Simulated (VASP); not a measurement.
The system is IrO2.

```
Ir O
1.0
     4.48377    0.00000    0.00000
     0.00000    4.48377    0.00000
     0.00000    0.00000    3.16379
Ir O
2 4
Cartesian
  0.0000 0.0000 0.0000
  2.2419 2.2419 1.5819
  1.3848 1.3848 0.0000
  0.8571 3.6267 1.5819
  3.0990 3.0990 0.0000
  3.6267 0.8571 1.5819
```

Base run:

```yaml
Program: VASP 6.6.1
Functional: PBE
Potentials_or_basis: VASP PAW PBE potentials, release 64 (Ir, O)
Cutoff: 520 eV
k_mesh: 8 × 8 × 12
Occupations: methfessel-paxton, width 0.1 eV
Spin: no spin polarisation
```

Its results: pressure 9.6 GPa; largest force 0.059 eV/Å.

Q: The run is repeated on the same cell with these changes: spin from no spin polarisation to spin-orbit coupling, no magnetisation; further incar settings from ALGO = Normal; EDIFF = 1e-07; NBANDS = 30 to ALGO = Normal; EDIFF = 1e-07; NBANDS = 58. What comes out?

A: Pressure 11.2 GPa; largest force 0.102 eV/Å.
